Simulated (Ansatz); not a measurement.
# Sc2AlN3: the cost of one run

Computed with Ansatz 0.2.0 (DFT PBE, scalar-relativistic, plane waves, PAW, unless a step's input says otherwise).

### Step 1. The system as given

Symmetry: P-3m1, No. 164, trigonal system. The conventional cell has a = 3.400 Å, b = 3.400 Å, c = 8.328 Å, α = 90.00°, β = 90.00°, γ = 120.00°. Around Sc (site symmetry 3m) lie 6 N at 2.40 Å. Al (site symmetry -3m) is surrounded by 6 N at 2.40 Å. N (site symmetry 3m) has 3 Sc at 2.40 Å and 3 Al at 2.40 Å as nearest neighbours. N (site symmetry -3m) is surrounded by 6 Sc at 2.40 Å.

Coordinates:

```
CELL_PARAMETERS angstrom
3.40006 0.00000 0.00000
-1.70003 2.94454 0.00000
0.00000 0.00000 8.32841
ATOMIC_POSITIONS crystal
Sc 0.33333 0.66667 0.66667
Sc 0.66667 0.33333 0.33333
Al 0.00000 0.00000 0.00000
N 0.66667 0.33333 0.83333
N 0.00000 0.00000 0.50000
N 0.33333 0.66667 0.16667
```

The start is an ordering of an alloy on its end members' structure types: elements ordered on the sites of the AlN type, Al/Sc on Al (P-3m1, No. 164).

### Step 2. A first look at the guess

input.yaml reads:

```yaml
crystal:
  lattice:
    - [3.40005805, 0.0, 0.0]
    - [-1.70002902, 2.94453664, 0.0]
    - [0.0, 0.0, 8.32840731]
  atoms:
    - { symbol: Sc, position: [0.33333333, 0.66666667, 0.66666667] }
    - { symbol: Sc, position: [0.66666667, 0.33333333, 0.33333333] }
    - { symbol: Al, position: [0.0, 0.0, 0.0] }
    - { symbol: "N", position: [0.66666667, 0.33333333, 0.83333333] }
    - { symbol: "N", position: [0.0, 0.0, 0.5] }
    - { symbol: "N", position: [0.33333333, 0.66666667, 0.16666667] }
basis:
  ecutwfc: 420
kpoints:
  mp_grid: { grid: [6, 6, 2] }
hamiltonian:
  xc: pbe
scf:
  occupations: { method: gaussian, width: 0.1 }
  lower_state_search: "off"
output:
  forces: true
  stress: true
  eigenvalues: true
```

Launch:

```
$ ansatz run input.yaml --threads 1 --pin off --max-ram 2560MiB --backend cpu --events-out ev --progress --plain --runs-dir out
```

Q: Estimate wall time and peak memory on 1 thread of AMD EPYC 9R45 (Zen 5), shared host.

About 1 s, with a peak of 0.38 GiB.
